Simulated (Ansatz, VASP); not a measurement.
## Two plane-wave programs on MgO (Periclase)

Contents of POSCAR:

```
MgO
1.0
    0.0000000000      1.9515217318      1.9515217318
    1.9515217318      0.0000000000      1.9515217318
    1.9515217318      1.9515217318      0.0000000000
Mg O
1 1
Direct
    0.0000000000      0.0000000000      0.0000000000
    0.5000000000      0.5000000000      0.5000000000
```

Contents of INCAR.step1:

```
  PREC = Accurate
  ENCUT = 520
  ISMEAR = 0
  SIGMA = 0.05
  LREAL = False
  LASPH = True
  NELM = 80
  NBANDS = 11
  GGA = PE
  ALGO = Normal
  EDIFF = 1E-4
  LWAVE = True
  LCHARG = False
```

Contents of INCAR.step2:

```
  PREC = Accurate
  ENCUT = 520
  EDIFF = 1E-6
  ISMEAR = 0
  SIGMA = 0.05
  LREAL = False
  LASPH = True
  NELM = 80
  ALGO = Normal
  ISIF = 2
  LWAVE = False
  LCHARG = False
  METAGGA = R2SCAN
  LMIXTAU = True
  NBANDS = 11
  ISTART = 1
```

The input KPOINTS:

```
Automatic mesh
0
Gamma
  8 8 8
```

Input for Ansatz:

```yaml
crystal:
  lattice:
    - [0.0, 1.9515217318, 1.9515217318]
    - [1.9515217318, 0.0, 1.9515217318]
    - [1.9515217318, 1.9515217318, 0.0]
  atoms:
    - { symbol: Mg, position: [0.0, 0.0, 0.0] }
    - { symbol: O, position: [0.5, 0.5, 0.5] }
basis:
  ecutwfc: 500
  ecutrho_ratio: 4
kpoints:
  mp_grid: { grid: [8, 8, 8] }
hamiltonian:
  xc: r2scan
scf:
  occupations: { method: gaussian, width: 0.05 }
output:
  forces: true
  stress: true
  eigenvalues: true
```

Alike in both runs: task single point; functional r2SCAN; k mesh 8 × 8 × 8; occupations gaussian, width 0.05 eV; no spin polarisation.

|  | VASP | Ansatz |
| --- | --- | --- |
| version | VASP 6.6.1 | Ansatz 0.2.0 |
| potentials or method | VASP PAW PBE potentials, release 64 (Mg, O) | scalar-relativistic, plane waves, PAW |
| plane-wave cutoff (eV) | 520 | 500 |
| valence electrons in the cell | 8 | 16 |

```csv
,VASP,Ansatz,Ansatz less VASP
gap on the k mesh at the Fermi level (eV),8.27,8.29,+0.023
least direct gap on the mesh (eV),8.27,8.29,+0.023
```

The two sets of potentials don't hold the same shells in valence.

Caveats: the PAW data sets were made with another functional, which shifts forces and pressure a little (VASP). r2SCAN opens gaps a little over a GGA but as a rule still falls short of measured ones.
